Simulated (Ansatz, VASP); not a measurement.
InP in VASP and in Ansatz

```xyz
2
Lattice="0.0000 2.9538 2.9538 2.9538 0.0000 2.9538 2.9538 2.9538 0.0000" Properties=species:S:1:pos:R:3 pbc="T T T"
In    0.0000    0.0000    0.0000
P     1.4769    1.4769    1.4769
```

Alike in both runs: task single point; functional PBE; k mesh 8 × 8 × 8; no spin polarisation.

|  | VASP | Ansatz |
| --- | --- | --- |
| version | VASP 6.6.1 | Ansatz 0.2.0 |
| potentials or method | VASP PAW PBE potentials, release 64 (In_d, P) | plane waves, PAW |
| plane-wave cutoff (eV) | 520 | 420 |
| occupations | gaussian, width 0.01 eV | fixed |
| valence electrons in the cell | 18 | 18 |

```csv
,VASP,Ansatz,Ansatz less VASP
gap on the k mesh at the Fermi level (eV),0.58,0.59,+0.003
pressure (GPa),1.6,1.7,+0.06
```

Caveats: spin-orbit coupling is left out, which moves the levels of the heavy elements. A hybrid or GW would open this gap; PBE tends to underestimate it.
